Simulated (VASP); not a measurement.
Wanted: the native input for a VASP 6.6.1 run.

```
Task                   : relaxation of cell and atoms
Functional             : PBEsol
Potentials or basis    : VASP PAW PBE potentials, release 64 (Cd, S)
Cutoff                 : 600 eV
k mesh                 : 8 × 8 × 8
Occupations            : gaussian, width 0.03 eV
Spin                   : no spin polarisation
Further INCAR settings : ALGO = Normal; EDIFF = 1e-06; IBRION = 2; EDIFFG = -0.01; NSW = 90; ISIF = 3
```

The structure of CdS (Hawleyite) lies in POSCAR:

```
CdS
1.0
    0.0000000000      2.9165000000      2.9165000000
    2.9165000000      0.0000000000      2.9165000000
    2.9165000000      2.9165000000      0.0000000000
Cd S
1 1
Direct
    0.0000000000      0.0000000000      0.0000000000
    0.2500000000      0.2500000000      0.2500000000
```

The input as run:

INCAR

```
SYSTEM = CdS
ALGO     = Normal         ! electronic algorithm
EDIFF    = 1E-6           ! SCF threshold, eV
EDIFFG   = -0.01          ! ionic threshold
ENCUT    = 600            ! plane-wave cutoff, eV
GGA      = PS             ! functional
IBRION   = 2              ! ionic algorithm
ISIF     = 3              ! what is computed and relaxed
ISMEAR   = 0              ! smearing method
LASPH    = .TRUE.         ! aspherical terms in the spheres
LCHARG   = .FALSE.        ! write CHGCAR
LREAL    = .FALSE.        ! projectors in reciprocal space
LWAVE    = .FALSE.        ! write WAVECAR
NELM     = 80             ! most SCF steps
NSW      = 90             ! ionic steps
PREC     = Accurate       ! precision mode
SIGMA    = 0.03           ! smearing width, eV
```

KPOINTS

```
k-points
0
G
  8 8 8
  0 0 0
```

Potentials or basis: VASP PAW PBE potentials, release 64 (Cd, S).

Run with:

```console
$ cat potpaw_PBE.64/Cd/POTCAR potpaw_PBE.64/S/POTCAR > POTCAR
$ mpirun -np 1 vasp_std > vasp.out
```

It gave:

```yaml
Relaxed_volume: 24.86 Å³/atom
Relaxed_cell: a = 4.127 Å, b = 4.127 Å, c = 4.127 Å, α = 60.00°, β = 60.00°, γ = 60.00°
Space_group_after_relaxing_to_0.05_Å: F-43m (No. 216)
Energy_gained_by_relaxing: 0.0 meV/atom
Ionic_steps: 2
Pressure_after_relaxing: 0.0 GPa
Band_gap_on_the_k_mesh: 1.00 eV, direct
```

Caveat: the PAW data sets were made with another functional, which shifts forces and pressure a little.

It took 16 s on 1 thread of Intel(R) Xeon(R) 6975P-C (Granite Rapids) (shared host), peak memory 0.22 GiB.
